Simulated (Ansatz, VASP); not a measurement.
**MgSiN in VASP and in Ansatz**

```
Mg Si N
1.0
     3.06018    0.00000    0.00000
     0.00000    3.41781    0.00000
     0.00000    0.00000    7.62782
Mg Si N
2 2 2
Direct
  0.50000 0.50000 0.10400
  0.00000 0.00000 0.89600
  0.00000 0.50000 0.32800
  0.50000 0.00000 0.67200
  0.00000 0.50000 0.96300
  0.50000 0.00000 0.03700
```

Change from the starting cell: species swapped into the VBrO type (Pmmn, No. 59).

Alike in both runs: task single point; functional PBE; k mesh 6 × 6 × 2; occupations gaussian, width 0.1 eV; no spin polarisation.

```csv
,VASP,Ansatz
version,VASP 6.6.1,Ansatz 0.2.0
potentials or method,"VASP PAW PBE potentials, release 64 (Mg, Si, N)","scalar-relativistic, plane waves, PAW"
plane-wave cutoff (eV),520,420
valence electrons in the cell,22,38
```

Ansatz gave:

* gap on the k mesh at the Fermi level (eV): none
* rms of the force components (eV/Å): 1.726

Which values does VASP return?

gap on the k mesh at the Fermi level (eV): none; rms of the force components (eV/Å): 1.752.

Atom by atom the forces differ by 0.034 eV/Å (rms over components). A gap of «none» marks a metal or a gap that the smearing closes. The two sets of potentials don't hold the same shells in valence.

Caveats: the k mesh is coarse (spacing up to 0.41 Å⁻¹), so the values aren't converged; forces of over 1 eV/Å show positions far from the minimum, so gaps and moduli don't describe the material at rest.
